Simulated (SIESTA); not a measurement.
The system is HfO2.

```
CELL_PARAMETERS angstrom
5.21946 0.00000 0.00000
0.00000 5.00476 0.00000
0.00000 0.00000 5.03269
ATOMIC_POSITIONS crystal
Hf 0.96699 0.73252 0.74144
Hf 0.53301 0.73252 0.24144
Hf 0.46699 0.26748 0.74144
Hf 0.03301 0.26748 0.24144
O 0.63213 0.92865 0.87927
O 0.86787 0.92865 0.37927
O 0.23395 0.53988 0.49229
O 0.26605 0.53988 0.99229
O 0.76605 0.46012 0.99229
O 0.73395 0.46012 0.49229
O 0.13213 0.07135 0.87927
O 0.36787 0.07135 0.37927
```

Measurements of this composition are mostly on another form, of space group No. 14.

Base run:

```yaml
Program: SIESTA 5.4.2
Functional: vdW-DF-cx
Potentials_or_basis: PseudoDojo 0.4 standard (PBE files)
Basis: DZP (energy shift 0.002 Ry)
Grid_cutoff: 800 Ry
Energy_shift: 0.002 Ry
k_mesh: 5 × 6 × 5
Occupations: fermi-dirac, width 0.05 eV
Spin: no spin polarisation
```

Its results: band gap on the k mesh 4.22 eV, indirect (least direct gap 4.41 eV); pressure 5.5 GPa; largest force 0.164 eV/Å.

Task: The run is repeated on the same cell with these changes: functional from vdW-DF-cx to PBEJsJrLO. What comes out?

Result: Band gap on the k mesh 4.20 eV, indirect (least direct gap 4.40 eV); pressure 7.1 GPa; largest force 0.150 eV/Å.

Caveats: semicore shells carry a single zeta, which can move pressures by several GPa and volumes by a few percent; the potentials were made for another functional, which shifts forces and pressure; spin-orbit coupling is left out, which moves the levels of the heavy elements; the basis of atomic orbitals isn't converged, which shifts pressures, moduli and gaps.

A k mesh can miss the band edges.
